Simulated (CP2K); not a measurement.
Runs of CP2K 2026.2 on Au. Symmetry: Im-3m, No. 229, cubic system. Conventional cell: a = 3.315 Å, b = 3.315 Å, c = 3.315 Å, α = 90.00°, β = 90.00°, γ = 90.00°. Around Au (site symmetry m-3m) lie 8 Au at 2.87 Å. This isn't the form of Au at room conditions, which is fcc.

| level | cutoff of the non-local correlation (Ry) | gap on the mesh (eV) | pressure (GPa) |
| --- | --- | --- | --- |
| vdW-DF2 | 300 | none | 21.3 |
| WC | - | none | -2.4 |
| PBE | - | none | 3.0 |
| PBEsol | - | none | (b) |
| LDA | - | none | -6.2 |
| BLYP | - | none | 14.3 |
| M06-L | - | none | (a) |

Alike in all rows: task atomic charges; potentials or basis POTENTIAL_UZH Au GTH-PBE-q11; TZVP-MOLOPT-PBE-GTH basis; no spin polarisation; cell as given; k mesh 11 × 11 × 11; smearing fermi-dirac 0.05 eV.

Fill in the values left out.

(a) -4.8; (b) -3.9.

Caveats: the basis of atomic orbitals isn't converged, which shifts pressures, moduli and gaps; the potentials were made for another functional, which shifts forces and pressure (some runs).

A k mesh can miss the band edges, and the runs leave out spin-orbit coupling on Au.

A gap of «none» marks a metal or a gap under the smearing width.
